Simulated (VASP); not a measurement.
# Rh (Fm-3m) in VASP: elastic constants with PBEsol

Aim: the elastic constants of Rh with PBEsol.

Everything below comes from runs of VASP 6.6.1. Logs are shortened: lines on timing, memory, paths and dates and some standing lists are left out, and cuts for length are marked.

**1. The structure**

Symmetry: Fm-3m, No. 225, cubic system. The conventional cell has a = 3.806 Å, b = 3.806 Å, c = 3.806 Å, α = 90.00°, β = 90.00°, γ = 90.00°. Rh (site symmetry m-3m) has 12 Rh at 2.69 Å as nearest neighbours.

**2. Elastic constants, PBEsol**

File POSCAR:

```
Rh
1.0
    0.0000000000      1.9029860900      1.9029860900
    1.9029860900      0.0000000000      1.9029860900
    1.9029860900      1.9029860900      0.0000000000
Rh
1
Direct
    0.0000000000      0.0000000000      0.0000000000
```

File INCAR.step1:

```
PREC = Accurate ; ENCUT = 600
EDIFF = 1E-8 ; ISMEAR = 0
SIGMA = 0.1 ; LREAL = False
LASPH = True ; NELM = 60
ALGO = Normal ; ISIF = 3
LWAVE = False ; LCHARG = False
GGA = PS ; IBRION = 2
NSW = 40 ; EDIFFG = -0.002
```

File INCAR.step2:

```
PREC = Accurate ; ENCUT = 600
EDIFF = 1E-8 ; ISMEAR = 0
SIGMA = 0.1 ; LREAL = False
LASPH = True ; NELM = 60
ALGO = Normal ; ISIF = 3
LWAVE = False ; LCHARG = False
GGA = PS ; IBRION = 6
NFREE = 2 ; POTIM = 0.015
NSW = 1
```

File KPOINTS:

```
Automatic mesh
0
Gamma
  18 18 18
```

Potentials or basis: VASP PAW PBE potentials, release 64 (Rh_pv).

On the command line:

```bash
$ cat potpaw_PBE.64/Rh_pv/POTCAR > POTCAR
$ cp INCAR.step1 INCAR
$ mpirun -np 1 vasp_std > vasp.out
$ cp CONTCAR POSCAR
$ cp INCAR.step2 INCAR
$ mpirun -np 1 vasp_std > vasp.out
```

OUTCAR:

```text
PREC = Accurate
   ENCUT = 600
   EDIFF = 1E-8
   ISMEAR = 0
   LREAL = False
   LASPH = True
   NELM = 60
   ISIF = 3
   GGA = PS
   IBRION = 6
   NFREE = 2
   POTIM = 0.015
   NSW = 1

 ion  position               nearest neighbor table
   1  0.000  0.000  0.000-

  LATTYP: Found a face centered cubic cell.
 ALAT       =     3.7792235652

  Lattice vectors:

 A1 = (   0.0000000000,   1.8896117826,   1.8896117826)
 A2 = (   1.8896117826,   0.0000000000,   1.8896117826)
 A3 = (   1.8896117826,   1.8896117826,   0.0000000000)

Analysis of symmetry for initial positions (statically):
=====================================================================
 Subroutine PRICEL returns:
 Original cell was already a primitive cell.

 Routine SETGRP: Setting up the symmetry group for a
 face centered cubic supercell.

 Subroutine GETGRP returns: Found 48 space group operations
 (whereof 48 operations were pure point group operations)
 out of a pool of 48 trial point group operations.

The static configuration has the point symmetry O_h .

Analysis of symmetry for dynamics (positions and initial velocities):
=====================================================================
 Subroutine PRICEL returns:
 Original cell was already a primitive cell.

 Routine SETGRP: Setting up the symmetry group for a
 face centered cubic supercell.

 Subroutine GETGRP returns: Found 48 space group operations
 (whereof 48 operations were pure point group operations)
 out of a pool of 48 trial point group operations.

The dynamic configuration has the point symmetry O_h .

 Subroutine INISYM returns: Found 48 space group operations
 (whereof 48 operations are pure point group operations),
 and found     1 'primitive' translations

----------------------------------------------------------------------------------------

                                     Primitive cell

  volume of cell :      13.4942

  direct lattice vectors                    reciprocal lattice vectors
     0.000000000  1.889611783  1.889611783    -0.264604616  0.264604616  0.264604616
     1.889611783  0.000000000  1.889611783     0.264604616 -0.264604616  0.264604616
     1.889611783  1.889611783  0.000000000     0.264604616  0.264604616 -0.264604616

  length of vectors
     2.672314611  2.672314611  2.672314611     0.458308639  0.458308639  0.458308639

  position of ions in fractional coordinates (direct lattice)
     0.000000000  0.000000000  0.000000000

  ion indices of the primitive-cell ions
   primitive index   ion index
                 1           1

----------------------------------------------------------------------------------------

 KPOINTS: Automatic mesh

Automatic generation of k-mesh.
 Grid dimensions read from file:
 generate k-points for:   18   18   18

 Generating k-lattice:

  Cartesian coordinates                     Fractional coordinates (reciprocal lattice)
    -0.014700256  0.014700256  0.014700256     0.055555556  0.000000000  0.000000000
     0.014700256 -0.014700256  0.014700256     0.000000000  0.055555556  0.000000000
     0.014700256  0.014700256 -0.014700256     0.000000000  0.000000000  0.055555556

  Length of vectors
     0.025461591  0.025461591  0.025461591

[... 99 lines left out ...]
  ext. energy  EPLUGINS =         0.00000000
  ---------------------------------------------------
  free energy    TOTEN  =        -8.14150013 eV

  energy without entropy =       -8.13491731  energy(sigma->0) =       -8.13820872

------------------------ aborting loop because EDIFF is reached ----------------------------------------

  FORCE on cell =-STRESS in cart. coord.  units (eV):
  Direction    XX          YY          ZZ          XY          YZ          ZX
  --------------------------------------------------------------------------------------
  -------------------------------------------------------------------------------------
  Total       -0.0011034     -0.0011034     -0.0011034      0.0000000      0.0000000      0.0000000
  in kB       -0.1310110     -0.1310110     -0.1310110      0.0000000      0.0000000      0.0000000
  external PRESSURE =      -0.1310110 kB  Pullay stress =       0.0000000 kB
[... 86 lines left out ...]
  FREE ENERGIE OF THE ION-ELECTRON SYSTEM (eV)
  ---------------------------------------------------
  free  energy   TOTEN  =        -8.1368384594 eV

  energy  without entropy=       -8.1303968609  energy(sigma->0) =       -8.13361766

[... ionic steps 4 to 12 ...]

--------------------------------------- Ionic step       13  -------------------------------------------

 number of electron      15.0000002 magnetization

------------------------ aborting loop because EDIFF is reached ----------------------------------------
[... 65 lines left out ...]
--------------------------------------- Ionic step       15  -------------------------------------------

 number of electron      15.0000001 magnetization

 Free energy of the ion-electron system (eV)
  ---------------------------------------------------
  ext. energy  EPLUGINS =         0.00000000
  ---------------------------------------------------
  free energy    TOTEN  =        -8.14149973 eV

  energy without entropy =       -8.13491690  energy(sigma->0) =       -8.13820831

 E-fermi :  12.1083     XC(G=0): -14.3393

 val. band max:       12.1015951797   @ k =   0.5000   0.2222   0.1111
 cond. band min:      12.1111653362   @ k =   0.5000   0.3889   0.0556
 fundamental gap:      0.0095701565
 Fermi energy:        12.1083273179

 k-point     1 :       0.0000    0.0000    0.0000
  band No.  band energies     occupation
      1     -34.2710      2.00000
      2     -34.2710      2.00000
      3     -34.2710      2.00000
      4       3.9081      2.00000
      5       8.9116      2.00000
      6       8.9116      2.00000
      7       8.9116      2.00000
      8      11.0864      2.00000
      9      11.0864      2.00000
     10      28.0206      0.00000
     11      32.4054      0.00000
[... 309 lines left out ...]
 k-point    24 :      -0.2222    0.0556    0.0000
  band No.  band energies     occupation
      1     -34.6507      2.00000
      2     -34.3482      2.00000
      3     -34.3140      2.00000
      4       5.7700      2.00000
      5       8.5511      2.00000
      6       9.3169      2.00000
      7       9.3718      2.00000
      8      10.8786      2.00000
      9      11.5846      2.00000
     10      27.6373      0.00000
     11      29.8257      0.00000

 [... further k-points ...]

------------------------ aborting loop because EDIFF is reached ----------------------------------------

  FORCE on cell =-STRESS in cart. coord.  units (eV):
  Direction    XX          YY          ZZ          XY          YZ          ZX
  --------------------------------------------------------------------------------------
  -------------------------------------------------------------------------------------
  Total       -0.0010573     -0.0010573     -0.0010573      0.0000000      0.0000000      0.0000000
  in kB       -0.1255299     -0.1255299     -0.1255299      0.0000000      0.0000000      0.0000000
  external PRESSURE =      -0.1255299 kB  Pullay stress =       0.0000000 kB
[... 16 lines left out ...]
  FREE ENERGIE OF THE ION-ELECTRON SYSTEM (eV)
  ---------------------------------------------------
  free  energy   TOTEN  =        -8.1414997287 eV

  energy  without entropy=       -8.1349168987  energy(sigma->0) =       -8.13820831

 INTERNAL STRAIN TENSORS FROM STRAINED CELLS
 ============================================

 INTERNAL STRAIN TENSOR FOR ION    1 for displacements in x,y,z  (eV/Angst):
          X           Y           Z          XY          YZ          ZX
  --------------------------------------------------------------------------------
  x    -0.00000     0.00000     0.00000    -0.00000    -0.00000     0.00000
  y     0.00000     0.00000    -0.00000     0.00000     0.00000     0.00000
  z    -0.00000    -0.00000    -0.00000     0.00000    -0.00000     0.00000

 INTERNAL STRAIN TENSORS FROM DISPLACED ATOMS
 ============================================

 INTERNAL STRAIN TENSOR FOR ION    1 for displacements in x,y,z  (eV/Angst):
          X           Y           Z          XY          YZ          ZX
  --------------------------------------------------------------------------------
  x     0.00000     0.00000     0.00000     0.00000     0.00000     0.00000
  y     0.00000     0.00000     0.00000     0.00000     0.00000     0.00000
  z     0.00000     0.00000     0.00000     0.00000     0.00000     0.00000

 Eigenvectors and eigenvalues of the dynamical matrix
 ----------------------------------------------------

   1 f/i=    0.000000 THz     0.000000 2PiTHz    0.000000 cm-1     0.000000 meV
             X         Y         Z           dx          dy          dz
      0.000000  0.000000  0.000000     0.707107   -0.707107    0.000000

   2 f/i=    0.000000 THz     0.000000 2PiTHz    0.000000 cm-1     0.000000 meV
             X         Y         Z           dx          dy          dz
      0.000000  0.000000  0.000000    -0.707107   -0.707107    0.000000

   3 f/i=    0.000000 THz     0.000000 2PiTHz    0.000000 cm-1     0.000000 meV
             X         Y         Z           dx          dy          dz
      0.000000  0.000000  0.000000     0.000000    0.000000    1.000000

--------------------------------------------------------------------------------------------------------

 ELASTIC MODULI CONTR FROM IONIC RELAXATION (kBar)
 Direction    XX          YY          ZZ          XY          YZ          ZX
 --------------------------------------------------------------------------------
 XX           0.0000      0.0000      0.0000      0.0000      0.0000      0.0000
 YY           0.0000      0.0000      0.0000      0.0000      0.0000      0.0000
 ZZ           0.0000      0.0000      0.0000      0.0000      0.0000      0.0000
 XY           0.0000      0.0000      0.0000      0.0000      0.0000      0.0000
 YZ           0.0000      0.0000      0.0000      0.0000      0.0000      0.0000
 ZX           0.0000      0.0000      0.0000      0.0000      0.0000      0.0000
 --------------------------------------------------------------------------------

 TOTAL ELASTIC MODULI (kBar)
 Direction    XX          YY          ZZ          XY          YZ          ZX
 --------------------------------------------------------------------------------
 XX        4785.8995   2066.1142   2066.1142     -0.0000      0.0000     -0.0000
 YY        2066.1142   4785.8995   2066.1142      0.0000     -0.0000     -0.0000
 ZZ        2066.1142   2066.1142   4785.8995      0.0000      0.0000     -0.0000
 XY          -0.0000      0.0000      0.0000   2096.5241      0.0000      0.0000
 YZ           0.0000     -0.0000      0.0000      0.0000   2096.5241      0.0000
 ZX          -0.0000     -0.0000     -0.0000      0.0000      0.0000   2096.5241
 --------------------------------------------------------------------------------
```

Wall time 8.5 min (1 thread of Intel Xeon 6975P-C (Granite Rapids), shared host); peak memory 0.6 GiB.

Results:

```yaml
Relaxed_volume: 13.49 Å³/atom
Relaxed_cell: a = 2.672 Å, b = 2.672 Å, c = 2.672 Å, α = 60.00°, β = 60.00°, γ = 60.00°
Space_group_after_relaxing_to_0.05_Å: Fm-3m (No. 225)
Elastic_constants_C11_C12_C44: 479, 207, 210 GPa
Voigt_bulk_modulus: 297 GPa
```

Step by step:
```csv
step,energy change (eV),largest force (eV/Å),pressure (GPa),volume (Å³)
1,0.0000,0.0000,-5.96,13.78
2,0.0330,0.0000,18.40,12.79
3,-0.0055,0.0000,-0.12,13.50
4,-0.0055,0.0000,0.00,13.49
```

Final structure:
```
Rh
1.0
     0.00000    1.88961    1.88961
     1.88961    0.00000    1.88961
     1.88961    1.88961    0.00000
Rh
1
Direct
  0.00000 0.00000 0.00000
```

Elastic tensor in Voigt notation (GPa, in the Cartesian axes of the cell as first typed):
```
479 207 207   0   0   0
207 479 207   0   0   0
207 207 479   0   0   0
  0   0   0 210   0   0
  0   0   0   0 210   0
  0   0   0   0   0 210
```

Clamped-ion elastic tensor (GPa):
```
479 207 207   0   0   0
207 479 207   0   0   0
207 207 479   0   0   0
  0   0   0 210   0   0
  0   0   0   0 210   0
  0   0   0   0   0 210
```

Caveat: the PAW data sets were made with another functional, which shifts forces and pressure a little.
